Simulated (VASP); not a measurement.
# MoS2 in VASP: further runs

The runs below take MoS2 through relaxation of cell and atoms, with PBE, PBE+D3(BJ).

Everything below comes from runs of VASP 6.6.1. Logs are shortened: lines on timing, memory, paths and dates and some standing lists are left out, and cuts for length are marked.

### Step 1. The structure

The cell holds a slab with vacuum, 3 atoms: a = 3.183 Å, b = 3.183 Å, c = 21.130 Å, α = 90.00°, β = 90.00°, γ = 120.00°.

### Step 2. Relaxation of cell and atoms, PBE

The input, INCAR:

```
PREC = Accurate
ENCUT = 600
EDIFF = 1E-7
ISMEAR = 0
SIGMA = 0.03
LREAL = F
LASPH = T
NELM = 80
ALGO = Normal
ISIF = 3
LWAVE = F
LCHARG = F
GGA = PE
IBRION = 2
NSW = 90
EDIFFG = -0.005
LATTICE_CONSTRAINTS = .TRUE. .TRUE. .FALSE.
KPAR = 4
```

The input, KPOINTS:

```
regular mesh
0
Gamma
  12 12 1
```

The input, POSCAR:

```
MoS2                                    
1.0
    3.1833001994      0.0000000000      0.0000000000
   -1.5916500997      2.7568188359      0.0000000000
    0.0000000000      0.0000000000     21.1302960000
  S               Mo            
     2     1
Direct
     0.3333333300000021    0.6666666699999979    0.4260626290951110
     0.3333333300000021    0.6666666699999979    0.5739373709048892
     0.6666666699999979    0.3333333300000021    0.5000000000000000
```

Potentials or basis: VASP PAW PBE potentials, release 64 (S, Mo_sv).

Run with:

```bash
$ cat potpaw_PBE.64/S/POTCAR potpaw_PBE.64/Mo_sv/POTCAR > POTCAR
$ mpirun -np 4 vasp_std > vasp.out
```

OUTCAR:

```text
PREC = Accurate
   ENCUT = 600
   EDIFF = 1E-7
   ISMEAR = 0
   LREAL = F
   LASPH = T
   NELM = 80
   ISIF = 3
   GGA = PE
   IBRION = 2
   NSW = 90
   EDIFFG = -0.005

 ion  position               nearest neighbor table
   1  0.333  0.667  0.426-   3 2.41   3 2.41   3 2.41
   2  0.333  0.667  0.574-   3 2.41   3 2.41   3 2.41
   3  0.667  0.333  0.500-   1 2.41   2 2.41   1 2.41   2 2.41   1 2.41   2 2.41

  LATTYP: Found a hexagonal cell.
 ALAT       =     3.1833001994
 C/A-ratio  =     6.6378584100

  Lattice vectors:

 A1 = (   3.1833001994,   0.0000000000,   0.0000000000)
 A2 = (  -1.5916500997,   2.7568188359,   0.0000000000)
 A3 = (   0.0000000000,   0.0000000000,  21.1302960000)

Analysis of symmetry for initial positions (statically):
=====================================================================
 Subroutine PRICEL returns:
 Original cell was already a primitive cell.

 Routine SETGRP: Setting up the symmetry group for a
 hexagonal supercell.

 Subroutine GETGRP returns: Found 12 space group operations
 (whereof 12 operations were pure point group operations)
 out of a pool of 24 trial point group operations.

The static configuration has the point symmetry D_3h.

Analysis of symmetry for dynamics (positions and initial velocities):
=====================================================================
 Subroutine PRICEL returns:
 Original cell was already a primitive cell.

 Routine SETGRP: Setting up the symmetry group for a
 hexagonal supercell.

 Subroutine GETGRP returns: Found 12 space group operations
 (whereof 12 operations were pure point group operations)
 out of a pool of 24 trial point group operations.

The dynamic configuration has the point symmetry D_3h.

 Subroutine INISYM returns: Found 12 space group operations
 (whereof 12 operations are pure point group operations),
 and found     1 'primitive' translations

----------------------------------------------------------------------------------------

                                     Primitive cell

  volume of cell :     185.4349

  direct lattice vectors                    reciprocal lattice vectors
     3.183300199  0.000000000  0.000000000     0.314139395  0.181368465  0.000000000
    -1.591650100  2.756818836  0.000000000     0.000000000  0.362736930  0.000000000
     0.000000000  0.000000000 21.130296000     0.000000000  0.000000000  0.047325414

  length of vectors
     3.183300199  3.183300195 21.130296000     0.362736929  0.362736930  0.047325414

  position of ions in fractional coordinates (direct lattice)
     0.333333330  0.666666670  0.426062629
     0.333333330  0.666666670  0.573937371
     0.666666670  0.333333330  0.500000000

  ion indices of the primitive-cell ions
   primitive index   ion index
                 1           1
                 2           2
                 3           3

----------------------------------------------------------------------------------------

 KPOINTS: regular mesh

Automatic generation of k-mesh.
 Grid dimensions read from file:
 generate k-points for:   12   12    1

 Generating k-lattice:

  Cartesian coordinates                     Fractional coordinates (reciprocal lattice)
     0.026178283  0.015114039  0.000000000     0.083333333  0.000000000  0.000000000
     0.000000000  0.030228077  0.000000000     0.000000000  0.083333333  0.000000000
     0.000000000  0.000000000  0.047325414     0.000000000  0.000000000  1.000000000

  Length of vectors
     0.030228077  0.030228077  0.047325414

  Shift w.r.t. Gamma in fractional coordinates (k-lattice)
     0.000000000  0.000000000  0.000000000

 Subroutine IBZKPT returns following result:
 ===========================================

 Found     19 irreducible k-points:

 Following reciprocal coordinates:
            Coordinates               Weight
  0.000000  0.000000  0.000000      1.000000
  0.083333  0.000000  0.000000      6.000000
  0.166667  0.000000  0.000000      6.000000
  0.250000  0.000000  0.000000      6.000000
  0.333333  0.000000  0.000000      6.000000
  0.416667  0.000000  0.000000      6.000000
[... 11 lines left out ...]
  0.333333  0.250000  0.000000     12.000000
  0.333333  0.333333  0.000000      2.000000
   k-points           NKPTS =     19   k-points in BZ     NKDIM =     19   number of bands    NBANDS=     17
   number of dos      NEDOS =    301   number of ions     NIONS =      3
   total plane-waves  NPLWV = 141120
   dimension x,y,z NGX =    28 NGY =   28 NGZ =  180
   dimension x,y,z NGXF=    56 NGYF=   56 NGZF=  360
   ions per type =               2   1
   NGX,Y,Z   is equivalent  to a cutoff of  14.62, 14.62, 14.16 a.u.
   NGXF,Y,Z  is equivalent  to a cutoff of  29.25, 29.25, 28.32 a.u.
 SYSTEM =  unknown system
   PREC   = accura    normal or accurate (medium, high low for compatibility)
   ISTART =      0    job   : 0-new  1-cont  2-samecut
   ICHARG =      2    charge: 1-file 2-atom 10-const
   ISPIN  =      1    spin polarized calculation?
   LNONCOLLINEAR =      F non collinear calculations
   LSORBIT =      F    spin-orbit coupling
   LASPH  =      T    aspherical Exc in radial PAW
   ENCUT  =  600.0 eV  44.10 Ry    6.64 a.u.   6.36  6.36 42.20*2*pi/ulx,y,z
   NELM   =     80;   NELMIN=  2; NELMDL= -5     # of ELM steps
   EDIFF  = 0.1E-06   stopping-criterion for ELM
   LREAL  =      F    real-space projection
   EDIFFG = -.5E-02   stopping-criterion for IOM
   NSW    =     90    number of steps for IOM
   IBRION =      2    ionic relax: 0-MD 1-quasi-New 2-CG
   NFREE  =      1    steps in history (QN), initial steepest desc. (CG)
   ISIF   =      3    stress and relaxation
   ISYM   =      2    0-nonsym 1-usesym 2-fastsym
   POTIM  = 0.5000    time-step for ionic-motion
   TEBEG  =    0.0;   TEEND  =   0.0 temperature during run
   PSTRESS=    0.0 pullay stress
   NELECT =      26.0000    total number of electrons
   NUPDOWN=      -1.0000    fix difference up-down
   EMIN   =  10.00;   EMAX   =-10.00  energy-range for DOS
   EFERMI =   0.00;   METHOD = LEGACY
   ISMEAR =     0;   SIGMA  =   0.03  broadening in eV -4-tet -1-fermi 0-gaus
   EFERMI_NEDOS =   21; number of points for ismear=-14 and -15
   IALGO  =     38    algorithm
   IMIX   =      4    mixing-type and parameters
     AMIX     =   0.40;   BMIX     =  1.00
     AMIX_MAG =   1.60;   BMIX_MAG =  1.00
  volume/ion in A,a.u.               =      61.81       417.13
  Fermi-wavevector in a.u.,A,eV,Ry     =   0.850489  1.607192  9.841528  0.723332
  Thomas-Fermi vector in A             =   1.966474
   LORBIT       =      0    0 simple, 1 ext, 2 COOP (PROOUT), +10 PAW based schemes
   GGA     = PE    functional components
   LHFCALC =     F    Hartree Fock is set to
   AEXX    =    0.0000 exact exchange contribution
   IVDW    =     0    specifies the selected vdW correction
   LEPSILON=     F    determine dielectric tensor
   LRPA    =     F    only Hartree local field effects (RPA)
 conjugate gradient relaxation of ions
 non-spin polarized calculation
 Gauss-broadening in eV      SIGMA  =   0.03
  energy-cutoff  :      600.00
  volume of cell :      185.43
 maximum number of plane-waves:      6225
 NGX is ok and might be reduce to    28
   NGX = 13   NGY = 13   NGZ = 85

--------------------------------------- Ionic step        1  -------------------------------------------

 number of electron      26.0000000 magnetization

 Free energy of the ion-electron system (eV)
  ---------------------------------------------------
  ext. energy  EPLUGINS =         0.00000000
  ---------------------------------------------------
  free energy    TOTEN  =       -21.85349034 eV

  energy without entropy =      -21.85349034  energy(sigma->0) =      -21.85349034

------------------------ aborting loop because EDIFF is reached ----------------------------------------

  FORCE on cell =-STRESS in cart. coord.  units (eV):
  Direction    XX          YY          ZZ          XY          YZ          ZX
  --------------------------------------------------------------------------------------
  -------------------------------------------------------------------------------------
  Total        0.0183692      0.0183692     -0.0111558      0.0000000      0.0000000     -0.0000000
  in kB        0.1587121      0.1587121     -0.0963877      0.0000000      0.0000000     -0.0000000
  external PRESSURE =       0.0736789 kB  Pullay stress =       0.0000000 kB

 VOLUME and BASIS-vectors are now :
 -----------------------------------------------------------------------------
  energy-cutoff  :      600.00
  volume of cell :      185.43
      direct lattice vectors                 reciprocal lattice vectors
     3.183300199  0.000000000  0.000000000     0.314139395  0.181368465  0.000000000
    -1.591650100  2.756818836  0.000000000     0.000000000  0.362736930  0.000000000
     0.000000000  0.000000000 21.130296000     0.000000000  0.000000000  0.047325414

 POSITION                                       TOTAL-FORCE (eV/Angst)
 -----------------------------------------------------------------------------------
     -0.00000      1.83788      9.00283        -0.000000      0.000000     -0.002967
     -0.00000      1.83788     12.12747         0.000000      0.000000      0.002967
      1.59165      0.91894     10.56515        -0.000000      0.000000      0.000000
 -----------------------------------------------------------------------------------
    total drift:                               -0.000013      0.000008      0.000000

  FREE ENERGIE OF THE ION-ELECTRON SYSTEM (eV)
  ---------------------------------------------------
  free  energy   TOTEN  =       -21.8534903384 eV
[... 17 lines left out ...]
 VOLUME and BASIS-vectors are now :
 -----------------------------------------------------------------------------
  energy-cutoff  :      600.00
  volume of cell :      185.54
      direct lattice vectors                 reciprocal lattice vectors
     3.184240526  0.000000000  0.000000000     0.314046628  0.181314906  0.000000000
    -1.592120263  2.757633182  0.000000000    -0.000000000  0.362629811  0.000000000
     0.000000000  0.000000000 21.130296000     0.000000000  0.000000000  0.047325414

 POSITION                                       TOTAL-FORCE (eV/Angst)
 -----------------------------------------------------------------------------------
     -0.00000      1.83842      9.00269         0.000000     -0.000000      0.005333
     -0.00000      1.83842     12.12761         0.000000     -0.000000     -0.005333
      1.59212      0.91921     10.56515        -0.000000      0.000000     -0.000000
 -----------------------------------------------------------------------------------
    total drift:                               -0.000013      0.000008      0.000000

  FREE ENERGIE OF THE ION-ELECTRON SYSTEM (eV)
  ---------------------------------------------------
  free  energy   TOTEN  =       -21.8534894472 eV

  energy  without entropy=      -21.8534894472  energy(sigma->0) =      -21.85348945

--------------------------------------- Ionic step        3  -------------------------------------------

 number of electron      26.0000000 magnetization

 Free energy of the ion-electron system (eV)
  ---------------------------------------------------
  ext. energy  EPLUGINS =         0.00000000
  ---------------------------------------------------
  free energy    TOTEN  =       -21.85349290 eV

  energy without entropy =      -21.85349290  energy(sigma->0) =      -21.85349290

 E-fermi :  -1.9708     XC(G=0):  -3.6103

 val. band max:       -2.2386223951   @ k =   0.0000   0.0000   0.0000
 cond. band min:      -0.5675056371   @ k =   0.3333   0.3333   0.0000
 fundamental gap:      1.6711167580
 Fermi energy:        -1.9708404866

 k-point     1 :       0.0000    0.0000    0.0000
  band No.  band energies     occupation
      1     -63.1030      2.00000
      2     -37.2421      2.00000
      3     -37.0390      2.00000
      4     -37.0390      2.00000
      5     -16.3034      2.00000
      6     -15.0046      2.00000
[... 9 lines left out ...]
     16       0.7718      0.00000
     17       0.7718      0.00000

 k-point     2 :       0.0833    0.0000    0.0000
  band No.  band energies     occupation
      1     -63.1005      2.00000
      2     -37.2371      2.00000
      3     -37.0644      2.00000
      4     -37.0447      2.00000
      5     -16.2013      2.00000
      6     -14.9625      2.00000
[... 9 lines left out ...]
     16       0.6566      0.00000
     17       0.7040      0.00000
[... 351 lines left out ...]
 VOLUME and BASIS-vectors are now :
 -----------------------------------------------------------------------------
  energy-cutoff  :      600.00
  volume of cell :      185.48
      direct lattice vectors                 reciprocal lattice vectors
     3.183713866  0.000000000  0.000000000     0.314098579  0.181344899  0.000000000
    -1.591856933  2.757177082  0.000000000    -0.000000000  0.362689798  0.000000000
     0.000000000  0.000000000 21.130296000     0.000000000  0.000000000  0.047325414

 POSITION                                       TOTAL-FORCE (eV/Angst)
 -----------------------------------------------------------------------------------
     -0.00000      1.83812      9.00277         0.000000     -0.000000      0.000772
     -0.00000      1.83812     12.12753         0.000000     -0.000000     -0.000772
      1.59186      0.91906     10.56515        -0.000000      0.000000      0.000000
 -----------------------------------------------------------------------------------
    total drift:                               -0.000013      0.000008      0.000000

  FREE ENERGIE OF THE ION-ELECTRON SYSTEM (eV)
  ---------------------------------------------------
  free  energy   TOTEN  =       -21.8534928971 eV

  energy  without entropy=      -21.8534928971  energy(sigma->0) =      -21.85349290

 reached required accuracy - stopping structural energy minimisation
```

Wall time 54 s (4 MPI ranks of AMD EPYC 9R45 (Zen 5), shared host); peak memory 0.41 GiB.

What came out:

```
Free energy                            : -21.8535 eV
Relaxed volume                         : 61.83 Å³/atom
Relaxed cell                           : a = 3.184 Å, b = 3.184 Å, c = 21.130 Å, α = 90.00°, β = 90.00°, γ = 120.00°
Space group after relaxing (to 0.05 Å) : P-6m2 (No. 187)
Energy gained by relaxing              : 0.0 meV/atom
Ionic steps                            : 3
Band gap on the k mesh                 : 1.67 eV, indirect (least direct gap 1.68 eV)
```

Final structure:
```
S Mo
1.0
     3.18371    0.00000    0.00000
    -1.59186    2.75718    0.00000
     0.00000    0.00000   21.13030
S Mo
2 1
Direct
  0.33333 0.66667 0.42606
  0.33333 0.66667 0.57394
  0.66667 0.33333 0.50000
```

### Step 3. Relaxation of cell and atoms, PBE+D3(BJ)

This run uses another cell than the first one, of 61.26 Å³/atom, 0.991 times its volume.

The input, INCAR:

```
PREC = Accurate
ENCUT = 600
EDIFF = 1E-6
ISMEAR = 0
SIGMA = 0.03
LREAL = F
LASPH = T
NELM = 80
ALGO = Normal
ISIF = 3
LWAVE = F
LCHARG = F
GGA = PE
IVDW = 12
IBRION = 2
NSW = 90
EDIFFG = -0.01
LATTICE_CONSTRAINTS = .TRUE. .TRUE. .FALSE.
```

The input, KPOINTS:

```
Automatic mesh
0
Gamma
  12 12 1
```

The input, POSCAR:

```
MoS2
1.0
    3.1690000000      0.0000000000      0.0000000000
   -1.5845000000      2.7444345000      0.0000000000
    0.0000000000      0.0000000000     21.1302960000
S Mo
2 1
Direct
    0.3333333300      0.6666666700      0.4259287200
    0.3333333300      0.6666666700      0.5740712800
    0.6666666700      0.3333333300      0.5000000000
```

Potentials or basis: VASP PAW PBE potentials, release 64 (S, Mo_sv).

Run with:

```bash
$ cat potpaw_PBE.64/S/POTCAR potpaw_PBE.64/Mo_sv/POTCAR > POTCAR
$ mpirun -np 1 vasp_std > vasp.out
```

Run time: 4.7 min. Hardware: 1 thread of Intel Xeon Platinum 8488C (Sapphire Rapids), shared host; peak memory 0.44 GiB.

The run converged. Its results:

```
Free energy                            : -22.8031 eV
Relaxed volume                         : 60.65 Å³/atom
Relaxed cell                           : a = 3.153 Å, b = 3.153 Å, c = 21.130 Å, α = 90.00°, β = 90.00°, γ = 120.00°
Space group after relaxing (to 0.05 Å) : P-6m2 (No. 187)
Energy gained by relaxing              : 0.8 meV/atom
Ionic steps                            : 5
Band gap on the k mesh                 : 1.78 eV, direct
Dispersion energy per atom             : -0.320 eV
```

The path:
| step | energy change (eV) | largest force (eV/Å) | pressure (GPa) | volume (Å³) |
| --- | --- | --- | --- | --- |
| 1 | 0.0000 | 0.0641 | -0.37 | 183.77 |
| 2 | 0.0000 | 0.1668 | 0.45 | 180.69 |
| 3 | -0.0023 | 0.0502 | 0.03 | 182.22 |
| 4 | -0.0025 | 0.0194 | 0.01 | 182.05 |
| 5 | -0.0025 | 0.0010 | -0.01 | 181.94 |

Final structure:
```
CELL_PARAMETERS angstrom
3.15315 0.00000 0.00000
-1.57657 2.73070 0.00000
0.00000 0.00000 21.13030
ATOMIC_POSITIONS crystal
S 0.33333 0.66667 0.42584
S 0.33333 0.66667 0.57416
Mo 0.66667 0.33333 0.50000
```

Levels at points of the mesh, in eV from the valence-band top:
| k point | band 10 | band 11 | band 12 | band 13 | band 14 | band 15 | band 16 | band 17 |
| --- | --- | --- | --- | --- | --- | --- | --- | --- |
| (0.00, 0.00, 0.00) | -1.86 | -1.45 | -1.45 | -0.09 | 2.84 | 2.84 | 3.08 | 3.08 |
| (0.50, 0.00, 0.00) | -3.16 | -1.95 | -0.91 | -0.65 | 2.36 | 2.86 | 3.93 | 4.38 |

### Step 4. Relaxation of cell and atoms, PBE+D3(BJ)

This run uses another cell than the first one, of 60.65 Å³/atom, 0.981 times its volume.

Edit INCAR of step 3 so:

```diff
@@ -2,3 +2,3 @@
 ENCUT = 600
-EDIFF = 1E-6
+EDIFF = 1E-7
 ISMEAR = 0
@@ -16,3 +16,3 @@
 NSW = 90
-EDIFFG = -0.01
+EDIFFG = -0.005
 LATTICE_CONSTRAINTS = .TRUE. .TRUE. .FALSE.
```

KPOINTS is that of step 3.

The input, POSCAR:

```
MoS2                                    
1.0
    3.1531462914      0.0000000000      0.0000000000
   -1.5765731457      2.7307047857      0.0000000000
    0.0000000000      0.0000000000     21.1302960000
  S               Mo            
     2     1
Direct
     0.3333333300000021    0.6666666699999979    0.4258408315142324
     0.3333333300000021    0.6666666699999979    0.5741591684857676
     0.6666666699999979    0.3333333300000021    0.5000000000000000
```

Run with:

```bash
$ cat potpaw_PBE.64/S/POTCAR potpaw_PBE.64/Mo_sv/POTCAR > POTCAR
$ mpirun -np 1 vasp_std > vasp.out
```

Run time: 2 min. Hardware: 1 thread of Intel Xeon Platinum 8488C (Sapphire Rapids), shared host; peak memory 0.41 GiB.

It converged, with:

```yaml
Free_energy: -22.8029 eV
Band_gap_on_the_k_mesh: 1.78 eV, direct
Dispersion_energy_per_atom: -0.320 eV
```

Final structure:
```
S Mo
1.0
     3.15315    0.00000    0.00000
    -1.57657    2.73070    0.00000
     0.00000    0.00000   21.13030
S Mo
2 1
Direct
  0.33333 0.66667 0.42584
  0.33333 0.66667 0.57416
  0.66667 0.33333 0.50000
```

Levels at points of the mesh, in eV from the valence-band top:
| k point | band 11 | band 12 | band 13 | band 14 | band 15 | band 16 |
| --- | --- | --- | --- | --- | --- | --- |
| (0.00, 0.00, 0.00) | -1.45 | -1.45 | -0.09 | 2.84 | 2.84 | 3.08 |
| (0.50, 0.00, 0.00) | -1.95 | -0.91 | -0.65 | 2.36 | 2.86 | 3.93 |

Caveat: the relaxation stopped at its first step, so nothing moved. Expect the measured gap to be larger: semilocal functionals such as PBE lack the derivative discontinuity.
